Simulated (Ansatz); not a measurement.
# Trigonal (grey) selenium under PBE: how the plane-wave cutoff moves the result

A convergence test of the plane-wave cutoff. The geometry was relaxed under PBE beforehand and stays fixed; 8 values are run, from 150 to 800 eV. Wanted are the values from which on the energy stays within 10 and 1 meV/atom, and the pressure within 0.5 GPa, of the last run. Within the series other settings stay, but some runs also write fields, which adds to their time. Spin polarisation is left out.

Computed with Ansatz 0.2.0 (DFT PBE, plane waves with PAW, scalar-relativistic, unless a step says otherwise).

## (1) Starting point

Symmetry: P3_121, No. 152, trigonal system. Conventional cell: a = 4.520 Å, b = 4.520 Å, c = 5.045 Å, α = 90.00°, β = 90.00°, γ = 120.00°. Around Se (site symmetry 2) lie 2 Se at 2.40 Å.

As a file:

```cif
data_structure
_symmetry_space_group_name_H-M 'P 1'
_symmetry_Int_Tables_number 1
_cell_length_a 4.5204
_cell_length_b 4.5204
_cell_length_c 5.0453
_cell_angle_alpha 90.000
_cell_angle_beta 90.000
_cell_angle_gamma 120.000
_cell_volume 89.28
loop_
_atom_site_label
_atom_site_type_symbol
_atom_site_fract_x
_atom_site_fract_y
_atom_site_fract_z
_atom_site_occupancy
Se1 Se 0.21893 0.00000 0.33333 1
Se2 Se 0.00000 0.21893 0.66667 1
Se3 Se 0.78107 0.78107 0.00000 1
```

## (2) The usual settings first

Input file input.yaml:

```yaml
crystal:
  lattice:
    - [4.5203796332, 0.0, 0.0]
    - [-2.2601898166, 3.9147635971, 0.0]
    - [0.0, 0.0, 5.0453124951]
  atoms:
    - { symbol: Se, position: [0.2189274285, 0.0, 0.3333333333] }
    - { symbol: Se, position: [1.0, 0.2189274285, 0.6666666667] }
    - { symbol: Se, position: [0.7810725715, 0.7810725715, 0.0] }
hamiltonian:
  xc: pbe
  pseudopotentials:
    kind: paw
    azcp:
      Se: "pseudopotentials/Se.paw.azcp"
basis:
  ecutwfc: 420
  fft_grid_basis: typed
kpoints:
  mp_grid: { grid: [8, 8, 6], shift: [0, 0, 0] }
magnetization:
  spin_polarized: false
scf:
  occupations: { method: fermi_dirac, width: 0.05 }
  lower_state_search: "off"
output:
  stress: true
```

Launch:

```bash
$ ansatz run input.yaml --threads 1 --pin off --max-ram 3584MiB --backend cpu --events-out ev --progress --plain --runs-dir out
```

## (3) Run at 150 eV

The run at 150 eV.

input.yaml: that of step 2 with these lines changed.

```diff
@@ -16,3 +16,3 @@
 basis:
-  ecutwfc: 420
+  ecutwfc: 150
   fft_grid_basis: typed
```

## (4) Run at 200 eV

The run at 200 eV.

input.yaml: that of step 3 with these lines changed.

```diff
@@ -16,3 +16,3 @@
 basis:
-  ecutwfc: 150
+  ecutwfc: 200
   fft_grid_basis: typed
```

## (5) Run at 250 eV

The run at 250 eV.

input.yaml: that of step 4 with these lines changed.

```diff
@@ -16,3 +16,3 @@
 basis:
-  ecutwfc: 200
+  ecutwfc: 250
   fft_grid_basis: typed
```

## (6) Run at 300 eV

The run at 300 eV.

input.yaml: that of step 5 with these lines changed.

```diff
@@ -16,3 +16,3 @@
 basis:
-  ecutwfc: 250
+  ecutwfc: 300
   fft_grid_basis: typed
```

## (7) Run at 350 eV

The run at 350 eV.

input.yaml: that of step 6 with these lines changed.

```diff
@@ -16,3 +16,3 @@
 basis:
-  ecutwfc: 300
+  ecutwfc: 350
   fft_grid_basis: typed
@@ -27 +27,5 @@
   stress: true
+  write_density: true
+  write_potential: true
+  elf: true
+  volumetric_format: npy
```

## (8) Run at 500 eV

The run at 500 eV.

input.yaml: that of step 7 with these lines changed.

```diff
@@ -16,3 +16,3 @@
 basis:
-  ecutwfc: 350
+  ecutwfc: 500
   fft_grid_basis: typed
@@ -27,5 +27 @@
   stress: true
-  write_density: true
-  write_potential: true
-  elf: true
-  volumetric_format: npy
```

## (9) Run at 600 eV

The run at 600 eV.

input.yaml: that of step 8 with these lines changed.

```diff
@@ -16,3 +16,3 @@
 basis:
-  ecutwfc: 500
+  ecutwfc: 600
   fft_grid_basis: typed
```

## (10) Run at 800 eV

The run at 800 eV.

input.yaml: that of step 9 with these lines changed.

```diff
@@ -16,3 +16,3 @@
 basis:
-  ecutwfc: 600
+  ecutwfc: 800
   fft_grid_basis: typed
```

(Steps that only read results are left out.)

Before running it: what results should come out?

As calculated:

| quantity | value |
| --- | --- |
| E(σ → 0) stays within 10 meV/atom of 800 eV | from 350 eV on |
| E(σ → 0) stays within 1 meV/atom | from 500 eV on |
| pressure stays within 0.5 GPa | from 250 eV on |
| pressure at 800 eV | -0.01 GPa |
| CPU time, dearest over cheapest | 5 |
| run at the usual settings (mesh 8×8×6 against the series' 8×8×6, 420 eV) | +0.6 meV/atom from 800 eV, -0.01 GPa |

In words: The far end, 150 eV, lies +15081 meV/atom and -2.0 GPa from the yardstick. Each step up in cutoff lowers the energy. Total energies within 1 meV/atom need 500 eV; differences between like structures often settle sooner. The cell taken over is 9 % larger than the measured one (27.26 Å³/atom, COD), which weighs on all values here.
